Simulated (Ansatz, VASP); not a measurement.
MgO: VASP beside Ansatz

File POSCAR:

```
MgO
1.0
    0.0000000000      2.2934156900      2.2658002208
    2.2934156900      0.0000000000      2.2658002208
    2.2934156900      2.2934156900      0.0000000000
Mg O
1 1
Direct
    0.0000000000      0.0000000000      0.0000000000
    0.2500000000      0.2500000000      0.2500000000
```

The input INCAR.step1:

```
  PREC = Accurate
  ENCUT = 520
  ISMEAR = 0
  SIGMA = 0.01
  LREAL = F
  LASPH = T
  NELM = 60
  NBANDS = 11
  GGA = PE
  ALGO = Normal
  EDIFF = 1E-4
  LWAVE = T
  LCHARG = F
```

Contents of INCAR.step2:

```
  PREC = Accurate
  ENCUT = 520
  EDIFF = 1E-7
  ISMEAR = 0
  SIGMA = 0.01
  LREAL = F
  LASPH = T
  NELM = 60
  ALGO = Normal
  ISIF = 2
  LWAVE = F
  LCHARG = F
  METAGGA = R2SCAN
  LMIXTAU = T
  NBANDS = 11
  ISTART = 1
```

Contents of KPOINTS:

```
regular mesh
0
Gamma
  10 10 10
```

Input for Ansatz:

```yaml
crystal:
  lattice:
    - [0.0, 2.29341569, 2.2658002208]
    - [2.29341569, 0.0, 2.2658002208]
    - [2.29341569, 2.29341569, 0.0]
  atoms:
    - { symbol: Mg, position: [0.0, 0.0, 0.0] }
    - { symbol: O, position: [0.25, 0.25, 0.25] }
kpoints:
  mp_grid: { grid: [10, 10, 10] }
  band_path:
    path:
      - [0.0, 0.0, 0.0]
      - [-0.5, -0.5, 0.0]
      - [-0.375, -0.375, 0.25]
      - [-0.375, 0.0, 0.375]
      - [0.0, 0.0, 0.5]
      - [-0.5, -0.25, 0.25]
    npoints: 1
hamiltonian:
  xc: r2scan
scf:
  occupations: { method: fixed }
  n_extra_bands: 4
output:
  forces: true
  stress: true
  eigenvalues: true
```

Change from the starting cell: epitaxial_xy strain +0.5%.

Alike in both runs: task single point; functional r2SCAN; k mesh 10 × 10 × 10; no spin polarisation.

|  | VASP | Ansatz |
| --- | --- | --- |
| version | VASP 6.6.1 | Ansatz 0.2.0 |
| potentials or method | VASP PAW PBE potentials, release 64 (Mg, O) | plane waves, PAW |
| plane-wave cutoff (eV) | 520 | 500 |
| occupations | gaussian, width 0.01 eV | fixed |
| valence electrons in the cell | 8 | 16 |

|  | VASP | Ansatz | Ansatz less VASP |
| --- | --- | --- | --- |
| gap on the k mesh at the Fermi level (eV) | 4.29 | 4.30 | +0.014 |
| pressure (GPa) | -0.9 | -0.3 | +0.58 |
| largest component of the traceless stress (GPa) | 0.35 | 0.34 | -0.005 |

The two sets of potentials don't hold the same shells in valence.

Caveats: the PAW data sets were made with another functional, which shifts forces and pressure a little (VASP).
